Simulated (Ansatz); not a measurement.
The system is CdS (Hawleyite).

```
Cd S
1.0
     0.00000    2.91650    2.91650
     2.91650    0.00000    2.91650
     2.91650    2.91650    0.00000
Cd S
1 1
Direct
  0.00000 0.00000 0.00000
  0.75000 0.75000 0.75000
```

Program: Ansatz 0.2.0. Alike in all runs: potentials or basis all-electron PAW datasets made for the crystal; no spin polarisation; cell as given.

Problem. Order these runs on this cell by their band gap on the k mesh, lowest first.
A. level HSE06; k mesh 4 × 4 × 4; cutoff (eV) 290; smearing fermi-dirac 0.05 eV; mesh quality coarse
B. level PBE0; k mesh 4 × 4 × 4; cutoff (eV) 290; smearing fermi-dirac 0.05 eV; mesh quality coarse
C. level r2SCAN+rVV10; k mesh 8 × 8 × 8; cutoff (eV) 260; smearing fixed; mesh quality not flagged

Solution. C (1.54 eV), A (2.18 eV), B (2.85 eV).

Caveats: some runs use coarse meshes; the program warned that the printed levels may be off, so bands, gaps and densities of states are rough (some runs).

A k mesh can miss the band edges.

Not every run made on this cell is shown here.
